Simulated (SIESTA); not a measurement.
The system is Sn.

```xyz
2
Lattice="0.0000 3.2333 3.2333 3.2333 0.0000 3.2333 3.2333 3.2333 0.0000" Properties=species:S:1:pos:R:3 pbc="T T T"
Sn    4.8500    4.8500    4.8500
Sn    3.2333    3.2333    3.2333
```

This isn't the form of Sn at room conditions, which is tetragonal (white tin).

* Program: SIESTA 5.4.2
* Task: relaxation of cell and atoms
* Functional: PBE
* Potentials or basis: PseudoDojo 0.4 standard (PBE files)
* Basis: DZP (energy shift 0.003 Ry; two zetas on semicore shells)
* Grid cutoff: 500 Ry
* Energy shift: 0.003 Ry
* k mesh: 5 × 5 × 5
* Occupations: fermi-dirac, width 0.05 eV
* Spin: no spin polarisation

At the start: pressure 4.3 GPa; volume 33.80 Å³/atom.

Problem. How do energy, volume and symmetry change on relaxing?

Solution. Over 4 steps the energy falls by 42.2 meV/atom and the volume is 37.32 Å³/atom (+10.4 %); space group Fd-3m (No. 227, to 0.05 Å).

The path:
```tsv
step	energy change (eV)	largest force (eV/Å)	pressure (GPa)	volume (Å³)
1	0.0000	0.0001	4.27	67.61
2	-0.0078	0.0003	4.04	67.91
3	-0.0840	0.0007	0.29	73.99
4	-0.0845	0.0003	-0.02	74.64
```

Final structure:
```
Sn
1.0
     0.00048    3.34204    3.34204
     3.34204    0.00048    3.34204
     3.34204    3.34204    0.00048
Sn
2
Cartesian
  5.0133 5.0133 5.0133
  3.3423 3.3423 3.3423
```

Caveat: the basis of atomic orbitals isn't converged, which shifts pressures, moduli and gaps.
